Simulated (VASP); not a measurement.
Runs of VASP 6.6.1 on RbBr. It takes space group Pm-3m (No. 221, cubic). Conventional cell: a = 4.126 Å, b = 4.126 Å, c = 4.126 Å, α = 90.00°, β = 90.00°, γ = 90.00°. Rb (site symmetry m-3m) has 8 Br at 3.57 Å as nearest neighbours. Br (site symmetry m-3m) is surrounded by 8 Rb at 3.57 Å. The cell comes from a database or a generator and needn't be the stable form of this composition.

```csv
task,cell,cutoff (eV),gap on the mesh (eV),pressure (GPa)
relaxation of cell and atoms,relaxed,600,4.82,0.0
single point,"P4/mmm, 35.52 Å³/atom",520,4.76,-0.1
single point,"Pm-3m, 35.12 Å³/atom",520,(a),0.0
single point,"uniaxial strain along c, a, b and atoms relaxed: +3.0 %",520,(b),-0.3
```

Alike in all rows: level r2SCAN; potentials or basis VASP PAW PBE potentials, release 64 (Rb_sv, Br); no spin polarisation; k mesh 6 × 6 × 6; smearing gaussian 0.02 eV.

Estimate the missing entries.

(a) 4.83; (b) 4.68.

Caveats: the PAW data sets were made with another functional, which shifts forces and pressure a little.

A k mesh can miss the band edges, and the runs leave out spin-orbit coupling on Br, Rb.
